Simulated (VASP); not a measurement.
# MgO (Fm-3m) in VASP: a series of runs

Runs on MgO. Level: PBE. Tasks: relaxation of cell and atoms.

Program: VASP 6.6.1. These are calculated values, not measurements. Logs are shortened: lines on timing, memory, paths and dates and some standing lists are left out, and cuts for length are marked.

**1. The structure**

It takes space group Fm-3m (No. 225, cubic). The conventional cell has a = 4.217 Å, b = 4.217 Å, c = 4.217 Å, α = 90.00°, β = 90.00°, γ = 90.00°. Mg (site symmetry m-3m) is surrounded by 6 O at 2.11 Å. O (site symmetry m-3m) has 6 Mg at 2.11 Å as nearest neighbours.

**2. Relaxation of cell and atoms, PBE**

Contents of INCAR:

```
SYSTEM = MgO
PREC = Accurate
ENCUT = 520
EDIFF = 1E-7
ISMEAR = 0
SIGMA = 0.02
LREAL = .FALSE.
LASPH = .TRUE.
NELM = 100
ALGO = Normal
ISIF = 3
LWAVE = .FALSE.
LCHARG = .FALSE.
GGA = PE
IBRION = 2
NSW = 80
EDIFFG = -0.002
```

Contents of KPOINTS:

```
regular mesh
0
G
  4 4 4
  0 0 0
```

Contents of POSCAR:

```
MgO
1.0
    0.0000000000      2.1085000000      2.1085000000
    2.1085000000      0.0000000000      2.1085000000
    2.1085000000      2.1085000000      0.0000000000
Mg O
1 1
Direct
    0.0000000000      0.0000000000      0.0000000000
    0.5000000000      0.5000000000      0.5000000000
```

Potentials or basis: VASP PAW PBE potentials, release 64 (Mg, O).

Launch:

```bash
cat potpaw_PBE.64/Mg/POTCAR potpaw_PBE.64/O/POTCAR > POTCAR
mpirun -np 1 vasp_std > vasp.out
```

OUTCAR:

```text
SYSTEM = MgO
   PREC = Accurate
   ENCUT = 520
   EDIFF = 1E-7
   ISMEAR = 0
   LREAL = .FALSE.
   LASPH = .TRUE.
   NELM = 100
   ISIF = 3
   GGA = PE
   IBRION = 2
   NSW = 80
   EDIFFG = -0.002

 ion  position               nearest neighbor table
   1  0.000  0.000  0.000-   2 2.11   2 2.11   2 2.11   2 2.11   2 2.11   2 2.11
   2  0.500  0.500  0.500-   1 2.11   1 2.11   1 2.11   1 2.11   1 2.11   1 2.11

  LATTYP: Found a face centered cubic cell.
 ALAT       =     4.2170000000

  Lattice vectors:

 A1 = (   0.0000000000,   2.1085000000,   2.1085000000)
 A2 = (   2.1085000000,   0.0000000000,   2.1085000000)
 A3 = (   2.1085000000,   2.1085000000,   0.0000000000)

Analysis of symmetry for initial positions (statically):
=====================================================================
 Subroutine PRICEL returns:
 Original cell was already a primitive cell.

 Routine SETGRP: Setting up the symmetry group for a
 face centered cubic supercell.

 Subroutine GETGRP returns: Found 48 space group operations
 (whereof 48 operations were pure point group operations)
 out of a pool of 48 trial point group operations.

The static configuration has the point symmetry O_h .

Analysis of symmetry for dynamics (positions and initial velocities):
=====================================================================
 Subroutine PRICEL returns:
 Original cell was already a primitive cell.

 Routine SETGRP: Setting up the symmetry group for a
 face centered cubic supercell.

 Subroutine GETGRP returns: Found 48 space group operations
 (whereof 48 operations were pure point group operations)
 out of a pool of 48 trial point group operations.

The dynamic configuration has the point symmetry O_h .

 Subroutine INISYM returns: Found 48 space group operations
 (whereof 48 operations are pure point group operations),
 and found     1 'primitive' translations

----------------------------------------------------------------------------------------

                                     Primitive cell

  volume of cell :      18.7478

  direct lattice vectors                    reciprocal lattice vectors
     0.000000000  2.108500000  2.108500000    -0.237135404  0.237135404  0.237135404
     2.108500000  0.000000000  2.108500000     0.237135404 -0.237135404  0.237135404
     2.108500000  2.108500000  0.000000000     0.237135404  0.237135404 -0.237135404

  length of vectors
     2.981869296  2.981869296  2.981869296     0.410730569  0.410730569  0.410730569

  position of ions in fractional coordinates (direct lattice)
     0.000000000  0.000000000  0.000000000
     0.500000000  0.500000000  0.500000000

  ion indices of the primitive-cell ions
   primitive index   ion index
                 1           1
                 2           2

----------------------------------------------------------------------------------------

 KPOINTS: regular mesh

Automatic generation of k-mesh.
 Grid dimensions read from file:
 generate k-points for:    4    4    4

 Generating k-lattice:

  Cartesian coordinates                     Fractional coordinates (reciprocal lattice)
    -0.059283851  0.059283851  0.059283851     0.250000000  0.000000000  0.000000000
     0.059283851 -0.059283851  0.059283851     0.000000000  0.250000000  0.000000000
     0.059283851  0.059283851 -0.059283851     0.000000000  0.000000000  0.250000000

  Length of vectors
     0.102682642  0.102682642  0.102682642

  Shift w.r.t. Gamma in fractional coordinates (k-lattice)
     0.000000000  0.000000000  0.000000000

 Subroutine IBZKPT returns following result:
 ===========================================

 Found      8 irreducible k-points:

 Following reciprocal coordinates:
            Coordinates               Weight
  0.000000  0.000000  0.000000      1.000000
  0.250000  0.000000  0.000000      8.000000
  0.500000  0.000000  0.000000      4.000000
  0.250000  0.250000  0.000000      6.000000
  0.500000  0.250000  0.000000     24.000000
 -0.250000  0.250000  0.000000     12.000000
  0.500000  0.500000  0.000000      3.000000
 -0.250000  0.500000  0.250000      6.000000
   k-points           NKPTS =      8   k-points in BZ     NKDIM =      8   number of bands    NBANDS=      8
   number of dos      NEDOS =    301   number of ions     NIONS =      2
   total plane-waves  NPLWV =  13824
   dimension x,y,z NGX =    24 NGY =   24 NGZ =   24
   dimension x,y,z NGXF=    48 NGYF=   48 NGZF=   48
   ions per type =               1   1
   NGX,Y,Z   is equivalent  to a cutoff of  13.38, 13.38, 13.38 a.u.
   NGXF,Y,Z  is equivalent  to a cutoff of  26.76, 26.76, 26.76 a.u.
 SYSTEM =  MgO
   PREC   = accura    normal or accurate (medium, high low for compatibility)
   ISTART =      0    job   : 0-new  1-cont  2-samecut
   ICHARG =      2    charge: 1-file 2-atom 10-const
   ISPIN  =      1    spin polarized calculation?
   LNONCOLLINEAR =      F non collinear calculations
   LSORBIT =      F    spin-orbit coupling
   LASPH  =      T    aspherical Exc in radial PAW
   ENCUT  =  520.0 eV  38.22 Ry    6.18 a.u.   5.54  5.54  5.54*2*pi/ulx,y,z
   NELM   =    100;   NELMIN=  2; NELMDL= -5     # of ELM steps
   EDIFF  = 0.1E-06   stopping-criterion for ELM
   LREAL  =      F    real-space projection
   EDIFFG = -.2E-02   stopping-criterion for IOM
   NSW    =     80    number of steps for IOM
   IBRION =      2    ionic relax: 0-MD 1-quasi-New 2-CG
   NFREE  =      1    steps in history (QN), initial steepest desc. (CG)
   ISIF   =      3    stress and relaxation
   ISYM   =      2    0-nonsym 1-usesym 2-fastsym
   POTIM  = 0.5000    time-step for ionic-motion
   TEBEG  =    0.0;   TEEND  =   0.0 temperature during run
   PSTRESS=    0.0 pullay stress
   NELECT =       8.0000    total number of electrons
   NUPDOWN=      -1.0000    fix difference up-down
   EMIN   =  10.00;   EMAX   =-10.00  energy-range for DOS
   EFERMI =   0.00;   METHOD = LEGACY
   ISMEAR =     0;   SIGMA  =   0.02  broadening in eV -4-tet -1-fermi 0-gaus
   EFERMI_NEDOS =   21; number of points for ismear=-14 and -15
   IALGO  =     38    algorithm
   IMIX   =      4    mixing-type and parameters
     AMIX     =   0.40;   BMIX     =  1.00
     AMIX_MAG =   1.60;   BMIX_MAG =  1.00
  volume/ion in A,a.u.               =       9.37        63.26
  Fermi-wavevector in a.u.,A,eV,Ry     =   1.232503  2.329092 20.668107  1.519063
  Thomas-Fermi vector in A             =   2.367270
   LORBIT       =      0    0 simple, 1 ext, 2 COOP (PROOUT), +10 PAW based schemes
   GGA     = PE    functional components
   LHFCALC =     F    Hartree Fock is set to
   AEXX    =    0.0000 exact exchange contribution
   IVDW    =     0    specifies the selected vdW correction
   LEPSILON=     F    determine dielectric tensor
   LRPA    =     F    only Hartree local field effects (RPA)
 conjugate gradient relaxation of ions
 non-spin polarized calculation
 Gauss-broadening in eV      SIGMA  =   0.02
  energy-cutoff  :      520.00
  volume of cell :       18.75
 maximum number of plane-waves:       531
 NGX is ok and might be reduce to    24
   NGX = 11   NGY = 11   NGZ = 11

--------------------------------------- Ionic step        1  -------------------------------------------

 number of electron       8.0000005 magnetization

 Free energy of the ion-electron system (eV)
  ---------------------------------------------------
  ext. energy  EPLUGINS =         0.00000000
  ---------------------------------------------------
  free energy    TOTEN  =       -11.89438994 eV

  energy without entropy =      -11.89438994  energy(sigma->0) =      -11.89438994

------------------------ aborting loop because EDIFF is reached ----------------------------------------

  FORCE on cell =-STRESS in cart. coord.  units (eV):
  Direction    XX          YY          ZZ          XY          YZ          ZX
  --------------------------------------------------------------------------------------
  -------------------------------------------------------------------------------------
  Total        0.3979162      0.3979162      0.3979162      0.0000000      0.0000000     -0.0000000
  in kB       34.0056784     34.0056784     34.0056784      0.0000000      0.0000000     -0.0000000
  external PRESSURE =      34.0056784 kB  Pullay stress =       0.0000000 kB

 VOLUME and BASIS-vectors are now :
 -----------------------------------------------------------------------------
  energy-cutoff  :      520.00
  volume of cell :       18.75
      direct lattice vectors                 reciprocal lattice vectors
     0.000000000  2.108500000  2.108500000    -0.237135404  0.237135404  0.237135404
     2.108500000  0.000000000  2.108500000     0.237135404 -0.237135404  0.237135404
     2.108500000  2.108500000  0.000000000     0.237135404  0.237135404 -0.237135404
[... 37 lines left out ...]
 POSITION                                       TOTAL-FORCE (eV/Angst)
 -----------------------------------------------------------------------------------
      2.12874      2.12874     -0.00000         0.000000      0.000000      0.000000
      2.12874      2.12874      2.12874        -0.000000     -0.000000     -0.000000
 -----------------------------------------------------------------------------------
    total drift:                               -0.000000     -0.000000      0.000000

  FREE ENERGIE OF THE ION-ELECTRON SYSTEM (eV)
  ---------------------------------------------------
  free  energy   TOTEN  =       -11.8981073028 eV

  energy  without entropy=      -11.8981073028  energy(sigma->0) =      -11.89810730

--------------------------------------- Ionic step        3  -------------------------------------------

 number of electron       8.0000004 magnetization

 Free energy of the ion-electron system (eV)
  ---------------------------------------------------
  ext. energy  EPLUGINS =         0.00000000
  ---------------------------------------------------
  free energy    TOTEN  =       -11.89859871 eV

  energy without entropy =      -11.89859871  energy(sigma->0) =      -11.89859871

 E-fermi :   3.1208     XC(G=0): -10.9585

 val. band max:        3.0185250612   @ k =   0.0000   0.0000   0.0000
 cond. band min:       7.4990773578   @ k =   0.0000   0.0000   0.0000
 fundamental gap:      4.4805522967
 Fermi energy:         3.1208485512

 k-point     1 :       0.0000    0.0000    0.0000
  band No.  band energies     occupation
      1     -14.1215      2.00000
      2       3.0185      2.00000
      3       3.0185      2.00000
      4       3.0185      2.00000
      5       7.4991      0.00000
      6      18.6645      0.00000
      7      18.6645      0.00000
      8      18.6645      0.00000

 k-point     2 :       0.2500    0.0000    0.0000
  band No.  band energies     occupation
      1     -13.5594      2.00000
      2       0.4022      2.00000
      3       2.6919      2.00000
      4       2.6919      2.00000
      5       9.8745      0.00000
      6      15.4261      0.00000
      7      19.4521      0.00000
      8      19.4521      0.00000
[... 86 lines left out ...]
 POSITION                                       TOTAL-FORCE (eV/Angst)
 -----------------------------------------------------------------------------------
      0.00000      0.00000      0.00000         0.000000      0.000000      0.000000
      2.12353      2.12353      2.12353        -0.000000     -0.000000     -0.000000
 -----------------------------------------------------------------------------------
    total drift:                               -0.000000     -0.000000      0.000000

  FREE ENERGIE OF THE ION-ELECTRON SYSTEM (eV)
  ---------------------------------------------------
  free  energy   TOTEN  =       -11.8985987118 eV

  energy  without entropy=      -11.8985987118  energy(sigma->0) =      -11.89859871

 reached required accuracy - stopping structural energy minimisation
```

Wall time 3.8 s (1 thread of Intel Xeon 6975P-C (Granite Rapids), shared host); peak memory 0.13 GiB.

Results:

```
Free energy                            : -11.8986 eV
Relaxed volume                         : 9.58 Å³/atom
Relaxed cell                           : a = 3.003 Å, b = 3.003 Å, c = 3.003 Å, α = 60.00°, β = 60.00°, γ = 60.00°
Space group after relaxing (to 0.05 Å) : Fm-3m (No. 225)
Energy gained by relaxing              : 2.1 meV/atom
Ionic steps                            : 3
Pressure after relaxing                : 0.0 GPa
Band gap on the k mesh                 : 4.48 eV, direct
```

The path:
```tsv
step	energy change (eV)	largest force (eV/Å)	pressure (GPa)	volume (Å³)
1	0.0000	0.0000	3.40	18.75
2	-0.0037	0.0000	-1.10	19.29
3	-0.0042	0.0000	0.00	19.15
```

Final structure:
```
Mg O
1.0
     0.00000    2.12353    2.12353
     2.12353    0.00000    2.12353
     2.12353    2.12353    0.00000
Mg O
1 1
Cartesian
  0.0000 0.0000 0.0000
  2.1235 2.1235 2.1235
```

Caveat: the k mesh is coarse (spacing up to 0.65 Å⁻¹), so the values aren't converged. PBE usually gives volumes a little too large and moduli too small.

**3. Relaxation of cell and atoms, PBE**

This run uses another cell than the first one, of 9.58 Å³/atom, 1.022 times its volume.

INCAR is that of step 2.

KPOINTS is that of step 2.

Contents of POSCAR:

```
MgO                                     
1.0
    0.0000000000      2.1235256226      2.1235256226
    2.1235256226      0.0000000000      2.1235256226
    2.1235256226      2.1235256226     -0.0000000000
  Mg              O             
     1     1
Direct
     0.0000000000000000    0.0000000000000000    0.0000000000000000
     0.5000000000000000    0.5000000000000000    0.5000000000000000
```

Potentials or basis: VASP PAW PBE potentials, release 64 (Mg, O).

Launch:

```bash
cat potpaw_PBE.64/Mg/POTCAR potpaw_PBE.64/O/POTCAR > POTCAR
mpirun -np 1 vasp_std > vasp.out
```

OUTCAR:

```text
SYSTEM = MgO
   PREC = Accurate
   ENCUT = 520
   EDIFF = 1E-7
   ISMEAR = 0
   LREAL = .FALSE.
   LASPH = .TRUE.
   NELM = 100
   ISIF = 3
   GGA = PE
   IBRION = 2
   NSW = 80
   EDIFFG = -0.002

 ion  position               nearest neighbor table
   1  0.000  0.000  0.000-   2 2.12   2 2.12   2 2.12   2 2.12   2 2.12   2 2.12
   2  0.500  0.500  0.500-   1 2.12   1 2.12   1 2.12   1 2.12   1 2.12   1 2.12

  LATTYP: Found a face centered cubic cell.
 ALAT       =     4.2470512452

  Lattice vectors:

 A1 = (   0.0000000000,   2.1235256226,   2.1235256226)
 A2 = (   2.1235256226,   0.0000000000,   2.1235256226)
 A3 = (   2.1235256226,   2.1235256226,   0.0000000000)

Analysis of symmetry for initial positions (statically):
=====================================================================
 Subroutine PRICEL returns:
 Original cell was already a primitive cell.

 Routine SETGRP: Setting up the symmetry group for a
 face centered cubic supercell.
[... 154 lines left out ...]

 val. band max:        3.0184260404   @ k =   0.0000   0.0000   0.0000
 cond. band min:       7.4990524865   @ k =   0.0000   0.0000   0.0000
 fundamental gap:      4.4806264460
 Fermi energy:         3.1200591446

 k-point     1 :       0.0000    0.0000    0.0000
  band No.  band energies     occupation
      1     -14.1215      2.00000
      2       3.0184      2.00000
      3       3.0184      2.00000
      4       3.0184      2.00000
      5       7.4991      0.00000
      6      18.6645      0.00000
      7      18.6645      0.00000
      8      18.6645      0.00000
[... 67 lines left out ...]
 k-point     8 :      -0.2500    0.5000    0.2500
  band No.  band energies     occupation
      1     -12.5986      2.00000
      2       0.1368      2.00000
      3       0.1368      2.00000
      4       1.2911      2.00000
      5      14.4916      0.00000
      6      14.4916      0.00000
      7      14.8739      0.00000
      8      18.1901      0.00000

------------------------ aborting loop because EDIFF is reached ----------------------------------------

  FORCE on cell =-STRESS in cart. coord.  units (eV):
  Direction    XX          YY          ZZ          XY          YZ          ZX
  --------------------------------------------------------------------------------------
  -------------------------------------------------------------------------------------
  Total        0.0003476      0.0003476      0.0003476     -0.0000000     -0.0000000      0.0000000
  in kB        0.0290811      0.0290811      0.0290811     -0.0000000     -0.0000000      0.0000000
  external PRESSURE =       0.0290811 kB  Pullay stress =       0.0000000 kB

 VOLUME and BASIS-vectors are now :
 -----------------------------------------------------------------------------
  energy-cutoff  :      520.00
  volume of cell :       19.15
      direct lattice vectors                 reciprocal lattice vectors
     0.000000000  2.123525623  2.123525623    -0.235457484  0.235457484  0.235457484
     2.123525623  0.000000000  2.123525623     0.235457484 -0.235457484  0.235457484
     2.123525623  2.123525623  0.000000000     0.235457484  0.235457484 -0.235457484

 POSITION                                       TOTAL-FORCE (eV/Angst)
 -----------------------------------------------------------------------------------
      0.00000      0.00000      0.00000        -0.000000     -0.000000     -0.000000
      2.12353      2.12353      2.12353         0.000000      0.000000      0.000000
 -----------------------------------------------------------------------------------
    total drift:                               -0.000000     -0.000000      0.000000

  FREE ENERGIE OF THE ION-ELECTRON SYSTEM (eV)
  ---------------------------------------------------
  free  energy   TOTEN  =       -11.8991688717 eV

  energy  without entropy=      -11.8991688717  energy(sigma->0) =      -11.89916887

 reached required accuracy - stopping structural energy minimisation
```

OSZICAR:

```text
N       E                     dE             d eps       ncg     rms          rms(c)
DAV:   1     0.120502311440E+02    0.12050E+02   -0.50591E+03   144   0.907E+02
DAV:   2    -0.131965567235E+02   -0.25247E+02   -0.23230E+02   176   0.139E+02
DAV:   3    -0.134650113748E+02   -0.26845E+00   -0.26845E+00   136   0.169E+01
DAV:   4    -0.134656486034E+02   -0.63723E-03   -0.63723E-03   184   0.811E-01
DAV:   5    -0.134656492665E+02   -0.66307E-06   -0.66307E-06   160   0.164E-02    0.721E+00
DAV:   6    -0.119197959789E+02    0.15459E+01   -0.10248E+01   128   0.225E+01    0.231E+00
DAV:   7    -0.119046901460E+02    0.15106E-01   -0.49258E-02   128   0.266E+00    0.132E+00
DAV:   8    -0.118991553472E+02    0.55348E-02   -0.25864E-02   128   0.243E+00    0.161E-01
DAV:   9    -0.118990526695E+02    0.10268E-03   -0.50041E-04   144   0.197E-01    0.717E-02
DAV:  10    -0.118991687822E+02   -0.11611E-03   -0.13543E-04   136   0.124E-01    0.586E-03
DAV:  11    -0.118991689432E+02   -0.16097E-06   -0.68204E-07   144   0.876E-03    0.288E-03
DAV:  12    -0.118991688717E+02    0.71473E-07   -0.39345E-07   136   0.558E-03
   1 F= -.11899169E+02 E0= -.11899169E+02  d E =-.118992E+02
```

Wall time 2 s (1 thread of Intel Xeon 6975P-C (Granite Rapids), shared host); peak memory 0.13 GiB.

What came out:

```
Free energy             : -11.8992 eV
Pressure after relaxing : 0.0 GPa
Band gap on the k mesh  : 4.48 eV, direct
```

Final structure:
```yaml
crystal:
  lattice:
    - [0.00000, 2.12353, 2.12353]
    - [2.12353, 0.00000, 2.12353]
    - [2.12353, 2.12353, 0.00000]
  atoms:
    - { symbol: Mg, position: [0.00000, 0.00000, 0.00000] }
    - { symbol: O, position: [0.50000, 0.50000, 0.50000] }
```

Caveat: the k mesh is coarse (spacing up to 0.64 Å⁻¹), so the values aren't converged; the relaxation stopped at its first step, so nothing moved. PBE gaps usually lie below the measured ones, often by a third to a half.
